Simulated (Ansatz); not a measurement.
The system is Ga.

```
CELL_PARAMETERS angstrom
1.38300 -4.02650 0.00000
1.38300 4.02650 0.00000
-0.11745 0.00000 3.32993
ATOMIC_POSITIONS crystal
Ga 0.13100 0.86900 0.75000
Ga 0.86900 0.13100 0.25000
```

This isn't the form of Ga at room conditions, which is orthorhombic.

Base run:

* Program: Ansatz 0.2.0
* Functional: RPBE
* Potentials or basis: Ansatz PAW
* Cutoff: 420 eV (not typed: the program's choice for these potentials)
* k mesh: 10 × 10 × 8
* Occupations: fermi-dirac, width 0.05 eV
* Spin: no spin polarisation

Its results: band gap on the k mesh none (metal or under the smearing width); pressure 3.6 GPa; largest force 0.210 eV/Å.

Question: After a change of settings the same cell gave: band gap on the k mesh none (metal or under the smearing width); pressure -4.0 GPa; largest force 0.180 eV/Å. Which change was it?
A. functional from RPBE to BLYP
B. functional from RPBE to PBEsol
C. functional from RPBE to PBE
D. functional from RPBE to LDA

Answer: D.

LDA binds more tightly than RPBE, so the same cell stands under less pressure.

Caveats: the PAW data sets come from PBE, with cores solved anew for the run's functional, which leaves a small shift of forces and pressure.
